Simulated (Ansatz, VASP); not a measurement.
One calculation of Se, two programs

```
Se
1.0
     4.35517    0.00000    0.00000
    -2.17758    3.77169    0.00000
     0.00000    0.00000    4.94945
Se
3
Direct
  0.21700 0.00000 0.16667
  0.00000 0.21700 0.83333
  0.78300 0.78300 0.50000
```

Alike in both runs: task relaxation of cell and atoms; functional r2SCAN; k mesh 6 × 6 × 4; occupations gaussian, width 0.1 eV; no spin polarisation.

|  | VASP | Ansatz |
| --- | --- | --- |
| version | VASP 6.6.1 | Ansatz 0.2.0 |
| potentials or method | VASP PAW PBE potentials, release 64 (Se) | scalar-relativistic, plane waves, PAW |
| plane-wave cutoff (eV) | 600 | 500 |
| valence electrons in the cell | 18 | 48 |

Ansatz gave:

- gap on the k mesh at the Fermi level, each at its own relaxed structure (eV): 1.30
- relaxed volume (Å³/atom): 29.10
- relaxed cell length with the largest relative difference (Å): 4.491
- energy change over the relaxation (meV/atom): -23

Problem. Estimate VASP's values.

Solution. gap on the k mesh at the Fermi level, each at its own relaxed structure (eV): 1.18; relaxed volume (Å³/atom): 28.34; relaxed cell length with the largest relative difference (Å): 4.417; energy change over the relaxation (meV/atom): -22.

The two sets of potentials don't hold the same shells in valence.

Caveats: the PAW data sets were made with another functional, which shifts forces and pressure a little (VASP). Zero-point motion and thermal expansion aren't in these numbers. A k mesh can miss the band edges.
